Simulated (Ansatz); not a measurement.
# Sb (Im-3m) in Ansatz: settings compared

The runs below take Sb through relaxation of cell and atoms, with PBEsol, RPBE, revPBE, BLYP.

Program: Ansatz 0.2.0. These are calculated values, not measurements. Logs are shortened: lines on timing, memory, paths and dates and some standing lists are left out, and cuts for length are marked.

## (1) The crystal as given

Symmetry: Im-3m, No. 229, cubic system. The conventional cell has a = 3.743 Å, b = 3.743 Å, c = 3.743 Å, α = 90.00°, β = 90.00°, γ = 90.00°. Sb (site symmetry m-3m) is surrounded by 8 Sb at 3.24 Å.

This isn't the form of Sb at room conditions, which is rhombohedral.

## (2) Relaxation of cell and atoms, PBEsol

Contents of input.yaml:

```yaml
crystal:
  lattice:
    - [-1.8713408863, 1.8713408863, 1.8713408863]
    - [1.8713408863, -1.8713408863, 1.8713408863]
    - [1.8713408863, 1.8713408863, -1.8713408863]
  atoms:
    - { symbol: Sb, position: [0.0, 0.0, 0.0] }
hamiltonian:
  xc: pbesol
  pseudopotentials: { kind: paw }
kpoints:
  mp_grid: { grid: [10, 10, 10] }
scf:
  occupations: { method: fermi_dirac, width: 0.05 }
output:
  forces: true
  stress: true
  eigenvalues: true
  write_density: true
  write_potential: true
  elf: true
  volumetric_format: npy
relax:
  f_tol: 0.01
  max_steps: 40
  cell: { stress_tol: 0.05 }
```

Potentials or basis: Ansatz PAW.

Launch:

```console
$ ansatz run input.yaml --threads 2 --pin off --max-ram 5632MiB --backend cpu --events-out ev --progress --plain --runs-dir out
```

Output:

```text
Warning: RAYON_NUM_THREADS=2 ignored (pool sized by the plan → 2); use --threads N
Engine: ansatz 0.2.0, aarch64-unknown-linux-gnu
Pseudopotentials: kind: paw
Pseudopotential: Sb, paw, valence charge 15, recommended cutoff 420 eV (normal), Sb.paw.azcp
Functional definition: PBEsol
  exchange = pbesol_x
  correlation = pbesol_c
Crystal: 1 atoms, lattice volume = 26.213 Å³
Basis set: ecut = 420 eV, 531 PW (Γ), exchange–correlation on 48×48×48 points (8 copies of the dense FFT grid, shifted against one another)
Bands: 12, of which v1, the nominal top of the filled ones, is band 8 counted from 1 (7 counted from 0)
Symmetry: 48 space group operations
Space group: Im-3m (ITA 229), of the structure as read, at distance tolerance 3.0e-5 Å
k-points: 47 of 1000
Non-local potential: Sb, projectors of the file, l = 0: 2, l = 1: 2, l = 2: 2, l = 3: 2
PAW form: soft (Blöchl's): semilocal exchange-correlation on the pseudo side does not see the compensation charge
PAW frozen core: Sb, regenerated for the run's functional, and the local potential with it (the file was generated under x = pbe(κ = 0.804, μ = 0.2195149727645171), c = pbe(β = 0.06672455060314922))
PAW one-centre angular grid: Sb, 590 points (default); XC on 64 Gauss nodes
Initial density: superposition of atomic densities (neutral atoms: chi_scale 0, normalization atom), corrected by the library's trained network
Initial wavefunctions: pseudopotential atomic-orbital guess
Functional: x = pbesol(κ = 0.804, μ = 0.12345679012345678), c = pbesol(β = 0.046)
SCF iter   1: F=—  HF=-6407.897003 eV  |F-HF|=—  |Δ(HF+E_count)|=         —  Δρ=2.64e-3  dr2=6.78e-4  ethr=1.77e-3  ⟨swp⟩=5.8  Hψ=3336  notcnv=0
preconditioner: auto → Kerker (q_TF=auto, 2.486 Å⁻¹)  [metal: Δε(μ)=0.020 eV  Ē_g=12.658 eV  σ=0.050 eV  W_gap=0.10  n_scr=12 (ndim 8)  ℏωp=16.2 eV  f_vac=0.000  D(μ)=1.17/eV (n_scr^D=12)]
SCF iter   2: F=—  HF=-6407.896184 eV  |F-HF|=—  |Δ(HF+E_count)|=   8.20e-4  Δρ=1.62e-3  dr2=2.81e-4  ethr=4.52e-6  ⟨swp⟩=2.4  Hψ=1149  notcnv=0
SCF iter   3: F=—  HF=-6407.896139 eV  |F-HF|=—  |Δ(HF+E_count)|=   4.44e-5  Δρ=5.43e-4  dr2=4.36e-5  ethr=1.87e-6  ⟨swp⟩=2.0  Hψ=903  notcnv=0
SCF iter   4: F=—  HF=-6407.896098 eV  |F-HF|=—  |Δ(HF+E_count)|=   4.18e-5  Δρ=1.63e-4  dr2=4.59e-6  ethr=2.90e-7  ⟨swp⟩=2.0  Hψ=878  notcnv=0
SCF iter   5: F=—  HF=-6407.896093 eV  |F-HF|=—  |Δ(HF+E_count)|=   4.90e-6  Δρ=2.52e-5  dr2=1.09e-7  ethr=3.06e-8  ⟨swp⟩=2.0  Hψ=903  notcnv=0
SCF iter   6: F=-6407.896093 eV  HF=-6407.896093 eV  |F-HF|=2.94e-10  |Δ(HF+E_count)|=   4.58e-8  Δρ=2.66e-6  dr2=1.39e-9  ethr=6.67e-10  ⟨swp⟩=9.2  Hψ=3755  notcnv=0
SCF 1 converged in 6 iterations: F = -6407.896093 eV  dr2 = 1.39e-9
relax step   1: F+E_penalty+E_count = -6407.89609271 eV  Δ(F+E_penalty+E_count) = +0.000e0 eV  max|allowed force component| = 0.000e0 eV/Å  Δτ_max = 0.0000 Å  P = -0.012 GPa  Ω = 26.213 Å³  (6 SCF iters, dr2 threshold 1.00e-7 eV, accepted)
Initial density: handed on by an earlier stage of this run
Initial wavefunctions: pseudopotential atomic-orbital guess (no wavefunctions were taken with the density)
iter 1 solved again at ethr=1.57e-7 eV; its pass at ethr=3.10e-3 eV (dr2=2.35e-5 eV) is discarded
SCF iter   1: F=—  HF=-6407.896094 eV  |F-HF|=—  |Δ(HF+E_count)|=         —  Δρ=2.55e-6  dr2=1.32e-9  ethr=1.57e-7  ⟨swp⟩=3.0  Hψ=4753  notcnv=0
eigensolver tolerance schedule: the retry pair's looser diagonalisation over-reported the residual by 17773.08 of it (diagonalisation noise at 8.97 of the residual, at the tolerance the schedule requests for it); recorded, not acted on — ethr = c·dr2/N_el stays at c = 1.0e-1
SCF iter   2: F=—  HF=-6407.896093 eV  |F-HF|=—  |Δ(HF+E_count)|=   1.78e-6  Δρ=1.91e-6  dr2=7.45e-10  ethr=8.83e-12  ⟨swp⟩=3.1  Hψ=1070  notcnv=0
SCF iter   3: F=—  HF=-6407.896093 eV  |F-HF|=—  |Δ(HF+E_count)|=  4.37e-11  Δρ=9.35e-7  dr2=1.70e-10  ethr=4.97e-12  ⟨swp⟩=2.0  Hψ=913  notcnv=0
SCF iter   4: F=—  HF=-6407.896093 eV  |F-HF|=—  |Δ(HF+E_count)|=  6.37e-11  Δρ=2.50e-7  dr2=1.54e-11  ethr=1.13e-12  ⟨swp⟩=2.0  Hψ=895  notcnv=0
SCF iter   5: F=-6407.896093 eV  HF=-6407.896093 eV  |F-HF|=4.55e-12  |Δ(HF+E_count)|=  1.36e-11  Δρ=1.21e-7  dr2=4.72e-12  ethr=1.00e-12  ⟨swp⟩=5.7  Hψ=2338  notcnv=0
SCF 2 converged in 5 iterations: F = -6407.896093 eV  dr2 = 4.72e-12
relax step   2: F+E_penalty+E_count = -6407.89609271 eV  Δ(F+E_penalty+E_count) = -8.095e-11 eV  max|allowed force component| = 0.000e0 eV/Å  Δτ_max = 0.0000 Å  P = -0.012 GPa  Ω = 26.213 Å³  stress off target by 1.17e-2 GPa  SCF on the basis re-selected at this cell (its energy is not comparable with the rows above)  (5 SCF iters)
basis re-selected at this cell: Δ(F+E_penalty+E_count) = -8.095e-11 eV, ΔP = +0.000 GPa vs the last step (what re-selecting the basis moved, of the pressure what is left beyond the Pulay correction that the steps carried, after the strain that the cell walked since its last selection, with what the two solves' SCF thresholds leave and, on support functions, any second-order correction that the steps lacked; it is no measure of the basis error at this ecutwfc). This SCF's stress stands 1.17e-2 GPa from its target on what of the cell is left free (relax.cell.stress_tol is 5.00e-2 GPa) and its largest allowed force component is 0.00e0 eV/Å (relax.f_tol is 1.00e-2 eV/Å): within both
SCF converged after 5 iterations
Free energy (F): -6407.896093 eV
Harris-Foulkes:  -6407.896093 eV  (|F-HF|=4.55e-12)
Internal energy: -6407.887111 eV  (E = F + TS)
E sigma→0 (E₀):  -6407.891602 eV
Entropy (-TS):   -0.008982 eV (-8.982 meV/atom)
Fermi energy:    11.875363 eV
--- Per-component energies (eV) ---
  E_band       = -139.452044
  E_kinetic    = 207.501906
  E_local      = -1413.864249  (includes V_loc(G=0)·N_el)
  E_nonlocal   = 363.491757
  E_hartree    = 646.547147
  E_xc         = -137.874845
  E_vxc        = -97.091838  (∫ρ·V_xc dr)
  E_paw        = -4498.836522  (= ΣΔE_a)
  E_vpaw       = -492.584019  (= ΣTr[D̂ρ^β])
  E_aug_tail   = -0.000002  (compensation charges beyond the density's cutoff)
  E_ewald      = -1575.184159
  E_core_change = 0.331857  (= ΣΔE_core)
  E_smearing   = -0.008982  (= −TS)
  E_closure    = 0.000000  (closes the sum)
  Σ components = -6407.896093   (vs F -6407.896093, Δ=0.00e0)
--- Forces (eV/Å), atoms counted from 1 ---
  atom   1  Sb    -0.00000000     0.00000000    -0.00000000
  max |Σ_I F_I| component: 9.86e-32 eV/Å
--- Stress (GPa, compression-positive) ---
       -0.011721      -0.000000      -0.000000
       -0.000000      -0.011721       0.000000
       -0.000000      -0.000000      -0.011721
  P = ⅓ Tr σ = -0.0117 GPa (-0.117 kbar)
--- Band table (eV; the first three rows and the last of 47) ---
  k-point 0: bands = ["-17.2746", "-17.2746", "-17.2746", "-17.1965", "-17.1965", "-1.1796", "17.5795", "17.5795", "17.5795", "23.2932", "23.2932", "23.2932"]
  k-point 1: bands = ["-17.2768", "-17.2704", "-17.2624", "-17.1991", "-17.1970", "-0.9646", "16.0178", "16.9147", "17.3889", "21.5900", "21.8451", "23.1435"]
  k-point 2: bands = ["-17.2825", "-17.2607", "-17.2302", "-17.2046", "-17.1984", "-0.3231", "13.0652", "15.6829", "16.8856", "20.1711", "20.6151", "23.1131"]
  k-point 46: bands = ["-17.2774", "-17.2774", "-17.1567", "-17.1567", "-17.1567", "6.3928", "9.8371", "9.8371", "9.8371", "14.8085", "14.8085", "29.2083"]
--- Relaxed structure (1 steps of the walk, 1 accepted, 1 SCFs on fresh bases) ---
  F+E_penalty+E_count = -6407.89609271 eV   max|allowed force component| = 0.000e0 eV/Å   (the final SCF, on the basis selected at the relaxed cell)
  cell:  # Å, volume = 26.2131 Å³
    - [-1.8713408863, 1.8713408863, 1.8713408863]
    - [1.8713408863, -1.8713408863, 1.8713408863]
    - [1.8713408863, 1.8713408863, -1.8713408863]
  atoms:
    - { symbol: Sb, position: [0.0, 0.0, 0.0] }
```

Wall time 1.3 s (2 threads of Arm Neoverse V2, shared host); peak memory 0.28 GiB.

What came out:

| Item | Value |
| --- | --- |
| Free energy | -6407.8961 eV |
| Energy gained by relaxing | 0.0 meV/atom |
| Ionic steps | 2 |
| Pressure after relaxing | 0.0 GPa |
| Band gap on the k mesh | none (metal or under the smearing width) |

Final structure:
```yaml
crystal:
  lattice:
    - [-1.87134, 1.87134, 1.87134]
    - [1.87134, -1.87134, 1.87134]
    - [1.87134, 1.87134, -1.87134]
  atoms:
    - { symbol: Sb, position: [0.00000, 0.00000, 0.00000] }
```

Caveat: the plane-wave basis is chosen anew once the cell has moved, so the energies of steps on either side of that aren't comparable; the PAW data sets come from PBE, with cores solved anew for the run's functional, which leaves a small shift of forces and pressure.

## (3) Relaxation of cell and atoms, RPBE

Edit input.yaml of step 2 so:

```diff
@@ -8,3 +8,3 @@
 hamiltonian:
-  xc: pbesol
+  xc: rpbe
   pseudopotentials: { kind: paw }
```

Potentials or basis: Ansatz PAW.

Launch:

```console
$ ansatz run input.yaml --threads 2 --pin off --max-ram 5632MiB --backend cpu --events-out ev --progress --plain --runs-dir out
```

Wall time 3 s (2 threads of Arm Neoverse V2, shared host); peak memory 0.28 GiB.

The run converged. Its results:

```
Free energy                            : -6492.9215 eV
Relaxed volume                         : 28.13 Å³/atom
Relaxed cell                           : a = 3.318 Å, b = 3.318 Å, c = 3.318 Å, α = 109.47°, β = 109.47°, γ = 109.47°
Space group after relaxing (to 0.05 Å) : Im-3m (No. 229)
Energy gained by relaxing              : 25.5 meV/atom
Ionic steps                            : 5
Pressure after relaxing                : 0.0 GPa
Band gap on the k mesh                 : none (metal or under the smearing width)
```

The path:
| step | energy change (eV) | largest force (eV/Å) | volume (Å³) |
| --- | --- | --- | --- |
| 1 | 0.0000 | 0.0000 | 26.21 |
| 2 | -0.0220 | 0.0000 | 28.85 |
| 3 | -0.0251 | 0.0000 | 28.22 |
| 4 | -0.0252 | 0.0000 | 28.13 |
| 5 | -0.0255 | 0.0000 | 28.13 |

Final structure:
```cif
data_structure
_symmetry_space_group_name_H-M 'P 1'
_symmetry_Int_Tables_number 1
_cell_length_a 3.3184
_cell_length_b 3.3184
_cell_length_c 3.3184
_cell_angle_alpha 109.471
_cell_angle_beta 109.471
_cell_angle_gamma 109.471
_cell_volume 28.13
loop_
_atom_site_label
_atom_site_type_symbol
_atom_site_fract_x
_atom_site_fract_y
_atom_site_fract_z
_atom_site_occupancy
Sb1 Sb 0.00000 0.00000 0.00000 1
```

Levels at points of the mesh, in eV from the Fermi level:
| k point | band 5 | band 6 | band 7 | band 8 | band 9 | band 10 |
| --- | --- | --- | --- | --- | --- | --- |
| (0.00, 0.00, 0.00) | -29.22 | -12.49 | 5.20 | 5.20 | 5.20 | 10.98 |
| (0.00, 0.00, -0.50) | -29.18 | -8.69 | -5.32 | 1.61 | 3.62 | 6.35 |
| (-0.50, -0.50, -0.50) | -29.19 | -5.73 | -1.89 | -1.89 | -1.89 | 3.06 |

Caveat: the plane-wave basis is chosen anew once the cell has moved, so the energies of steps on either side of that aren't comparable; the PAW data sets come from PBE, with cores solved anew for the run's functional, which leaves a small shift of forces and pressure. The run has no spin-orbit coupling, so splittings on Sb are missing.

## (4) Relaxation of cell and atoms, revPBE

Edit input.yaml of step 3 so:

```diff
@@ -8,3 +8,3 @@
 hamiltonian:
-  xc: rpbe
+  xc: revpbe
   pseudopotentials: { kind: paw }
@@ -18,6 +18,2 @@
   eigenvalues: true
-  write_density: true
-  write_potential: true
-  elf: true
-  volumetric_format: npy
 relax:
```

Potentials or basis: Ansatz PAW.

Launch:

```console
$ ansatz run input.yaml --threads 2 --pin off --max-ram 5632MiB --backend cpu --events-out ev --progress --plain --runs-dir out
```

Output:

```text
Warning: RAYON_NUM_THREADS=2 ignored (pool sized by the plan → 2); use --threads N
Engine: ansatz 0.2.0, aarch64-unknown-linux-gnu
Pseudopotentials: kind: paw
Pseudopotential: Sb, paw, valence charge 15, recommended cutoff 420 eV (normal), Sb.paw.azcp
Functional definition: revPBE
  parameter kappa = 1.245
  parameter beta = 0.06672455060314922
  exchange = pbe_x(kappa = kappa, mu = beta*pi^2/3)
  correlation = pbe_c(beta = beta)
Crystal: 1 atoms, lattice volume = 26.213 Å³
Basis set: ecut = 420 eV, 531 PW (Γ), exchange–correlation on 48×48×48 points (8 copies of the dense FFT grid, shifted against one another)
Bands: 12, of which v1, the nominal top of the filled ones, is band 8 counted from 1 (7 counted from 0)
Symmetry: 48 space group operations
Space group: Im-3m (ITA 229), of the structure as read, at distance tolerance 3.0e-5 Å
k-points: 47 of 1000
Non-local potential: Sb, projectors of the file, l = 0: 2, l = 1: 2, l = 2: 2, l = 3: 2
PAW form: soft (Blöchl's): semilocal exchange-correlation on the pseudo side does not see the compensation charge
PAW frozen core: Sb, regenerated for the run's functional, and the local potential with it (the file was generated under x = pbe(κ = 0.804, μ = 0.2195149727645171), c = pbe(β = 0.06672455060314922))
PAW one-centre angular grid: Sb, 590 points (default); XC on 64 Gauss nodes
Initial density: superposition of atomic densities (neutral atoms: chi_scale 0, normalization atom), corrected by the library's trained network
Initial wavefunctions: pseudopotential atomic-orbital guess
Functional: x = revpbe(κ = 1.245, μ = 0.2195149727645171), c = pbe(β = 0.06672455060314922)
SCF iter   1: F=—  HF=-6490.399743 eV  |F-HF|=—  |Δ(HF+E_count)|=         —  Δρ=1.93e-3  dr2=4.38e-4  ethr=1.77e-3  ⟨swp⟩=5.7  Hψ=3339  notcnv=0
preconditioner: auto → Kerker (q_TF=auto, 2.486 Å⁻¹)  [metal: Δε(μ)=0.024 eV  Ē_g=12.643 eV  σ=0.050 eV  W_gap=0.12  n_scr=12 (ndim 8)  ℏωp=16.2 eV  f_vac=0.000  D(μ)=1.18/eV (n_scr^D=12)]
SCF iter   2: F=—  HF=-6490.399104 eV  |F-HF|=—  |Δ(HF+E_count)|=   6.39e-4  Δρ=7.07e-4  dr2=5.86e-5  ethr=2.92e-6  ⟨swp⟩=2.0  Hψ=1262  notcnv=0
SCF iter   3: F=—  HF=-6490.399138 eV  |F-HF|=—  |Δ(HF+E_count)|=   3.43e-5  Δρ=3.51e-4  dr2=1.69e-5  ethr=3.90e-7  ⟨swp⟩=1.2  Hψ=584  notcnv=0
SCF iter   4: F=—  HF=-6490.399153 eV  |F-HF|=—  |Δ(HF+E_count)|=   1.48e-5  Δρ=5.72e-5  dr2=8.86e-7  ethr=1.13e-7  ⟨swp⟩=2.0  Hψ=674  notcnv=0
iter 5 did not close the SCF: its close was put off for the readings that it lacked (scf_convergence_deferred on its scf_iter line)
SCF iter   5: F=-6490.399153 eV  HF=-6490.399153 eV  |F-HF|=2.27e-9  |Δ(HF+E_count)|=   1.81e-7  Δρ=7.84e-6  dr2=1.59e-8  ethr=5.91e-9  ⟨swp⟩=2.5  Hψ=866  notcnv=0
SCF iter   6: F=-6490.399153 eV  HF=-6490.399153 eV  |F-HF|=1.54e-10  |Δ(HF+E_count)|=   4.10e-9  Δρ=1.85e-6  dr2=3.78e-10  ethr=1.06e-10  ⟨swp⟩=3.0  Hψ=2151  notcnv=0
SCF 1 converged in 6 iterations: F = -6490.399153 eV  dr2 = 3.78e-10
[... 41 lines left out ...]
SCF converged after 5 iterations
Free energy (F): -6490.420430 eV
Harris-Foulkes:  -6490.420430 eV  (|F-HF|=5.46e-12)
Internal energy: -6490.411671 eV  (E = F + TS)
E sigma→0 (E₀):  -6490.416050 eV
Entropy (-TS):   -0.008759 eV (-8.759 meV/atom)
Fermi energy:    11.081499 eV
--- Per-component energies (eV) ---
  E_band       = -151.728191
  E_kinetic    = 205.730945
  E_local      = -1462.405873  (includes V_loc(G=0)·N_el)
  E_nonlocal   = 361.040828
  E_hartree    = 666.123927
  E_xc         = -138.296372
  E_vxc        = -95.735179  (∫ρ·V_xc dr)
  E_paw        = -4580.712384  (= ΣΔE_a)
  E_vpaw       = -492.606728  (= ΣTr[D̂ρ^β])
  E_aug_tail   = -0.000001  (compensation charges beyond the density's cutoff)
  E_ewald      = -1541.885828
  E_core_change = -0.006912  (= ΣΔE_core)
  E_smearing   = -0.008759  (= −TS)
  E_closure    = -0.000000  (closes the sum)
  Σ components = -6490.420430   (vs F -6490.420430, Δ=0.00e0)
--- Forces (eV/Å), atoms counted from 1 ---
  atom   1  Sb     0.00000000    -0.00000000     0.00000000
  max |Σ_I F_I| component: 5.26e-31 eV/Å
--- Stress (GPa, compression-positive) ---
       -0.004204      -0.000000       0.000000
        0.000000      -0.004204       0.000000
        0.000000       0.000000      -0.004204
  P = ⅓ Tr σ = -0.0042 GPa (-0.042 kbar)
--- Band table (eV; the first three rows and the last of 47) ---
  k-point 0: bands = ["-18.1832", "-18.1832", "-18.1832", "-18.1230", "-18.1230", "-1.4594", "16.3199", "16.3199", "16.3199", "22.1078", "22.1078", "22.1078"]
  k-point 1: bands = ["-18.1849", "-18.1798", "-18.1736", "-18.1250", "-18.1235", "-1.2573", "14.8704", "15.7245", "16.1615", "20.6160", "20.8357", "22.2400"]
  k-point 2: bands = ["-18.1893", "-18.1719", "-18.1481", "-18.1293", "-18.1246", "-0.6560", "12.1183", "14.5985", "15.7403", "19.1761", "19.6435", "22.1496"]
  k-point 46: bands = ["-18.1849", "-18.1849", "-18.0901", "-18.0901", "-18.0901", "5.3668", "9.1781", "9.1781", "9.1781", "14.1365", "14.1365", "28.1371"]
--- Relaxed structure (4 steps of the walk, 4 accepted, 1 SCFs on fresh bases) ---
  F+E_penalty+E_count = -6490.42042975 eV   max|allowed force component| = 0.000e0 eV/Å   (the final SCF, on the basis selected at the relaxed cell)
  cell:  # Å, volume = 27.9483 Å³
    - [-1.9117540787209044, 1.9117540787209044, 1.9117540787209044]
    - [1.9117540787209044, -1.9117540787209044, 1.9117540787209044]
    - [1.9117540787209044, 1.9117540787209044, -1.9117540787209044]
  atoms:
    - { symbol: Sb, position: [0.0, 0.0, 0.0] }
```

Wall time 2.6 s (2 threads of Arm Neoverse V2, shared host); peak memory 0.28 GiB.

Results:

| Property | Result |
| --- | --- |
| Free energy | -6490.4204 eV |
| Relaxed volume | 27.95 Å³/atom |
| Relaxed cell | a = 3.311 Å, b = 3.311 Å, c = 3.311 Å, α = 109.47°, β = 109.47°, γ = 109.47° |
| Space group after relaxing (to 0.05 Å) | Im-3m (No. 229) |
| Energy gained by relaxing | 21.3 meV/atom |
| Ionic steps | 5 |
| Pressure after relaxing | 0.0 GPa |
| Band gap on the k mesh | none (metal or under the smearing width) |

Step by step:
```tsv
step	energy change (eV)	largest force (eV/Å)	volume (Å³)
1	0.0000	0.0000	26.21
2	-0.0181	0.0000	28.62
3	-0.0209	0.0000	28.02
4	-0.0209	0.0000	27.95
5	-0.0213	0.0000	27.95
```

Final structure:
```
Sb
1.0
    -1.91175    1.91175    1.91175
     1.91175   -1.91175    1.91175
     1.91175    1.91175   -1.91175
Sb
1
Direct
  0.00000 0.00000 0.00000
```

Caveat: the plane-wave basis is chosen anew once the cell has moved, so the energies of steps on either side of that aren't comparable; the PAW data sets come from PBE, with cores solved anew for the run's functional, which leaves a small shift of forces and pressure. Spin-orbit coupling is left out, which matters for the levels of Sb.

[end of part 1 of 2]
